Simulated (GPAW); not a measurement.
Crystal: TiB2.

```
Ti B
1.0
     3.02920    0.00000    0.00000
    -1.51460    2.62336    0.00000
     0.00000    0.00000    3.22840
Ti B
1 2
Direct
  0.00000 0.00000 0.00000
  0.66667 0.33333 0.50000
  0.33333 0.66667 0.50000
```

Base run:

* Program: GPAW 26.7.0
* Functional: PW91
* Potentials or basis: PAW data sets generated in the run's folder for this functional
* Cutoff: 800 eV
* Basis: pw
* k mesh: 9 × 9 × 7
* Occupations: fermi-dirac, width 0.05 eV
* Spin: no spin polarisation

Its results: pressure 0.5 GPa.

Problem. The run is repeated on the same cell with these changes: functional from PW91 to BLYP. What comes out?

Solution. Pressure 6.7 GPa.

BLYP binds less tightly than PW91, so the same cell stands under more pressure.
